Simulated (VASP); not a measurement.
# CdIn2S4 (Cadmoindite) (Fd-3m) in VASP: further runs, part 2 of 2

VASP 6.6.1. Earlier steps stand in the parts before.

### Step 3. Relaxation of the atoms, PBE (a relaxed cell with its volume scaled by 0.96)

File INCAR:

```
SYSTEM = CdIn2S4
PREC = Accurate ; ENCUT = 300
EDIFF = 1E-7 ; ISMEAR = 0
SIGMA = 0.03 ; LREAL = .False.
LASPH = .True. ; NELM = 80
ALGO = Normal ; ISIF = 2
LWAVE = .False. ; LCHARG = .False.
GGA = PE ; IBRION = 2
NSW = 40 ; EDIFFG = -0.01
```

File KPOINTS:

```
Automatic mesh
0
Gamma
  3 3 3
  0 0 0
```

File POSCAR:

```
CdIn2S4                                 
1.0
    0.0000000000      5.4434843608      5.4434843608
    5.4434843608      0.0000000000      5.4434843608
    5.4434843608      5.4434843608      0.0000000000
  Cd              In              S             
     2     4     8
Direct
     0.0000000000000000    0.0000000000000000    1.0000000000000000
     0.2500000000000000    0.2500000000000000    0.2500000000000000
     0.6250000000000000    0.6250000000000000    0.6250000000000000
     0.1250000000000000    0.6250000000000000    0.6250000000000000
     0.6250000000000000    0.6250000000000000    0.1250000000000000
     0.6250000000000000    0.1250000000000000    0.6250000000000000
     0.3845047800234441    0.3845047800234441    0.3845047800234441
     0.4035143400703180    0.8654952199765559    0.8654952199765559
     0.3845047800234441    0.3845047800234441    0.8464856599296821
     0.8654952199765559    0.4035143400703180    0.8654952199765559
     0.8464856599296821    0.3845047800234441    0.3845047800234441
     0.8654952199765559    0.8654952199765559    0.8654952199765559
     0.3845047800234441    0.8464856599296821    0.3845047800234441
     0.8654952199765559    0.8654952199765559    0.4035143400703180
```

Potentials or basis: VASP PAW PBE potentials, release 64 (Cd, In, S).

On the command line:

```sh
$ cat potpaw_PBE.64/Cd/POTCAR potpaw_PBE.64/In/POTCAR potpaw_PBE.64/S/POTCAR > POTCAR
$ mpirun -np 4 vasp_std > vasp.out
```

OUTCAR:

```text
SYSTEM = CdIn2S4
   PREC = Accurate
   ENCUT = 300
   EDIFF = 1E-7
   ISMEAR = 0
   LREAL = .False.
   LASPH = .True.
   NELM = 80
   ISIF = 2
   GGA = PE
   IBRION = 2
   NSW = 40
   EDIFFG = -0.01

 ion  position               nearest neighbor table
   1  0.000  0.000  0.000-   8 2.54  10 2.54  14 2.54  12 2.54
   2  0.250  0.250  0.250-   9 2.54  11 2.54  13 2.54   7 2.54
   3  0.625  0.625  0.625-   8 2.62   9 2.62  10 2.62  11 2.62  13 2.62  14 2.62   4 3.85   5 3.85
                             6 3.85   5 3.85   6 3.85   4 3.85
   4  0.125  0.625  0.625-   7 2.62  12 2.62  10 2.62   9 2.62  13 2.62  14 2.62   3 3.85   5 3.85
                             6 3.85   3 3.85   5 3.85   6 3.85
   5  0.625  0.625  0.125-   7 2.62  12 2.62  10 2.62  11 2.62   8 2.62  13 2.62   3 3.85   3 3.85
                             4 3.85   6 3.85   6 3.85   4 3.85
   6  0.625  0.125  0.625-   7 2.62  12 2.62   9 2.62  11 2.62   8 2.62  14 2.62   3 3.85   5 3.85
                             3 3.85   4 3.85   5 3.85   4 3.85
   7  0.385  0.385  0.385-   2 2.54   4 2.62   5 2.62   6 2.62
   8  0.404  0.865  0.865-   1 2.54   3 2.62   5 2.62   6 2.62
   9  0.385  0.385  0.846-   2 2.54   3 2.62   4 2.62   6 2.62
[... 207 lines left out ...]
  external PRESSURE =      31.9132841 kB  Pullay stress =       0.0000000 kB
[... 83 lines left out ...]
--------------------------------------- Ionic step        3  -------------------------------------------

 number of electron      84.0000027 magnetization

 Free energy of the ion-electron system (eV)
  ---------------------------------------------------
  ext. energy  EPLUGINS =         0.00000000
  ---------------------------------------------------
  free energy    TOTEN  =       -52.97419956 eV

  energy without entropy =      -52.97419956  energy(sigma->0) =      -52.97419956

 E-fermi :   2.9996     XC(G=0):  -9.3918

 val. band max:        2.8323949659   @ k =  -0.3333   0.3333   0.0000
 cond. band min:       4.0949091549   @ k =   0.0000   0.0000   0.0000
 fundamental gap:      1.2625141889
 Fermi energy:         2.9996011335

 k-point     1 :       0.0000    0.0000    0.0000
  band No.  band energies     occupation
      1      -9.9748      2.00000
      2      -8.9021      2.00000
      3      -8.7138      2.00000
      4      -8.7138      2.00000
      5      -8.7138      2.00000
      6      -8.2823      2.00000
[... 250 lines left out ...]
  FREE ENERGIE OF THE ION-ELECTRON SYSTEM (eV)
  ---------------------------------------------------
  free  energy   TOTEN  =       -52.9741995640 eV

  energy  without entropy=      -52.9741995640  energy(sigma->0) =      -52.97419956

 reached required accuracy - stopping structural energy minimisation
```

OSZICAR:

```text
N       E                     dE             d eps       ncg     rms          rms(c)
DAV:   1     0.403682594266E+03    0.40368E+03   -0.26612E+04   416   0.896E+02
DAV:   2    -0.246287148165E+02   -0.42831E+03   -0.41991E+03   508   0.232E+02
DAV:   3    -0.562468191119E+02   -0.31618E+02   -0.31395E+02   496   0.653E+01
[... 33 lines left out ...]
DAV:   3    -0.529742076947E+02    0.21692E-04   -0.59293E-05   480   0.332E-02    0.473E-02
DAV:   4    -0.529742000352E+02    0.76595E-05   -0.49941E-05   464   0.236E-02    0.157E-02
DAV:   5    -0.529742004240E+02   -0.38884E-06   -0.16982E-05   444   0.153E-02    0.109E-02
DAV:   6    -0.529741995184E+02    0.90567E-06   -0.17173E-06   380   0.539E-03    0.620E-03
DAV:   7    -0.529741995640E+02   -0.45634E-07   -0.17235E-07   344   0.176E-03
   3 F= -.52974200E+02 E0= -.52974200E+02  d E =-.692897E-02
```

Run time: 43 s. Hardware: 4 MPI ranks of Intel Xeon Platinum 8488C (Sapphire Rapids), shared host; peak memory 0.18 GiB.

What came out:

```yaml
Free_energy: -52.9742 eV
Energy_gained_by_relaxing: 0.5 meV/atom
Ionic_steps: 3
Band_gap_on_the_k_mesh: 1.26 eV, indirect (least direct gap 1.39 eV)
```

Step by step:
| step | energy change (eV) | largest force (eV/Å) | pressure (GPa) |
| --- | --- | --- | --- |
| 1 | 0.0000 | 0.1634 | 3.19 |
| 2 | -0.0065 | 0.0424 | 3.05 |
| 3 | -0.0069 | 0.0000 | 3.00 |

Final structure:
```
CELL_PARAMETERS angstrom
0.00000 5.44348 5.44348
5.44348 0.00000 5.44348
5.44348 5.44348 0.00000
ATOMIC_POSITIONS crystal
Cd 0.00000 0.00000 0.00000
Cd 0.25000 0.25000 0.25000
In 0.62500 0.62500 0.62500
In 0.12500 0.62500 0.62500
In 0.62500 0.62500 0.12500
In 0.62500 0.12500 0.62500
S 0.38394 0.38394 0.38394
S 0.40182 0.86606 0.86606
S 0.38394 0.38394 0.84818
S 0.86606 0.40182 0.86606
S 0.84818 0.38394 0.38394
S 0.86606 0.86606 0.86606
S 0.38394 0.84818 0.38394
S 0.86606 0.86606 0.40182
```

Caveat: the cutoff is under 1.25 times the usual one of these potentials, so pressure, stress and relaxed cells hold a basis-set (Pulay) error; spin-orbit coupling is left out, which moves the levels of the heavy elements; an odd mesh through Γ misses points on the zone boundary, where band edges often lie.

### Step 4. Relaxation of the atoms, PBE (a relaxed cell with its volume scaled by 0.98)

INCAR is that of step 3.

KPOINTS is that of step 3.

Changes to POSCAR since step 3:

```diff
@@ -2,5 +2,5 @@
 1.0
-    0.0000000000      5.4434843608      5.4434843608
-    5.4434843608      0.0000000000      5.4434843608
-    5.4434843608      5.4434843608      0.0000000000
+    0.0000000000      5.4810268186      5.4810268186
+    5.4810268186      0.0000000000      5.4810268186
+    5.4810268186      5.4810268186      0.0000000000
   Cd              In              S
```

On the command line:

```sh
$ cat potpaw_PBE.64/Cd/POTCAR potpaw_PBE.64/In/POTCAR potpaw_PBE.64/S/POTCAR > POTCAR
$ mpirun -np 4 vasp_std > vasp.out
```

Wall time 35 s (4 MPI ranks of Intel Xeon Platinum 8488C (Sapphire Rapids), shared host); peak memory 0.17 GiB.

Results (log left out):

* Free energy: -53.0741 eV
* Energy gained by relaxing: 0.1 meV/atom
* Ionic steps: 3
* Band gap on the k mesh: 1.14 eV, indirect (least direct gap 1.26 eV)

Forces in eV/Å, atoms in the order of the input:
```
Cd   0.000  0.000  0.000
Cd   0.000  0.000  0.000
In   0.000  0.000  0.000
In   0.000  0.000  0.000
In   0.000  0.000  0.000
In   0.000  0.000  0.000
S    0.002  0.002  0.002
S   -0.002  0.002  0.002
S   -0.002 -0.002  0.002
S    0.002 -0.002  0.002
S    0.002 -0.002 -0.002
S   -0.002 -0.002 -0.002
S   -0.002  0.002 -0.002
S    0.002  0.002 -0.002
```

The path:
| step | energy change (eV) | largest force (eV/Å) | pressure (GPa) |
| --- | --- | --- | --- |
| 1 | 0.0000 | 0.0760 | 1.50 |
| 2 | -0.0014 | 0.0230 | 1.44 |
| 3 | -0.0016 | 0.0027 | 1.41 |

Final structure:
```yaml
crystal:
  lattice:
    - [0.00000, 5.48103, 5.48103]
    - [5.48103, 0.00000, 5.48103]
    - [5.48103, 5.48103, 0.00000]
  atoms:
    - { symbol: Cd, position: [0.00000, 0.00000, 0.00000] }
    - { symbol: Cd, position: [0.25000, 0.25000, 0.25000] }
    - { symbol: In, position: [0.62500, 0.62500, 0.62500] }
    - { symbol: In, position: [0.12500, 0.62500, 0.62500] }
    - { symbol: In, position: [0.62500, 0.62500, 0.12500] }
    - { symbol: In, position: [0.62500, 0.12500, 0.62500] }
    - { symbol: S, position: [0.38422, 0.38422, 0.38422] }
    - { symbol: S, position: [0.40265, 0.86578, 0.86578] }
    - { symbol: S, position: [0.38422, 0.38422, 0.84735] }
    - { symbol: S, position: [0.86578, 0.40265, 0.86578] }
    - { symbol: S, position: [0.84735, 0.38422, 0.38422] }
    - { symbol: S, position: [0.86578, 0.86578, 0.86578] }
    - { symbol: S, position: [0.38422, 0.84735, 0.38422] }
    - { symbol: S, position: [0.86578, 0.86578, 0.40265] }
```

Levels at points of the mesh, in eV from the valence-band top:
```csv
k point,band 39,band 40,band 41,band 42,band 43,band 44,band 45,band 46
"(0.00, 0.00, 0.00)",-0.20,-0.11,-0.11,-0.11,1.14,1.99,1.99,1.99
```

Caveat: the cutoff is under 1.25 times the usual one of these potentials, so pressure, stress and relaxed cells hold a basis-set (Pulay) error; spin-orbit coupling is left out, which moves the levels of the heavy elements; an odd mesh through Γ misses points on the zone boundary, where band edges often lie.

### Step 5. The runs side by side

| cell | gap on the mesh (eV) |
| --- | --- |
| atoms relaxed from: a relaxed cell with its volume scaled by 0.94 | 1.39 |
| atoms relaxed from: a relaxed cell with its volume scaled by 0.96 | 1.26 |
| atoms relaxed from: a relaxed cell with its volume scaled by 0.98 | 1.14 |

Alike in all rows: task relaxation of the atoms; level PBE; potentials or basis VASP PAW PBE potentials, release 64 (Cd, In, S); no spin polarisation; k mesh 3 × 3 × 3; cutoff (eV) 300; smearing gaussian 0.03 eV.

Caveats: the cutoff is under 1.25 times the usual one of these potentials, so pressure, stress and relaxed cells hold a basis-set (Pulay) error; spin-orbit coupling is left out, which moves the levels of the heavy elements; an odd mesh through Γ misses points on the zone boundary, where band edges often lie.

Total energies depend on the potentials used, so only differences within one code and one set of settings carry meaning.
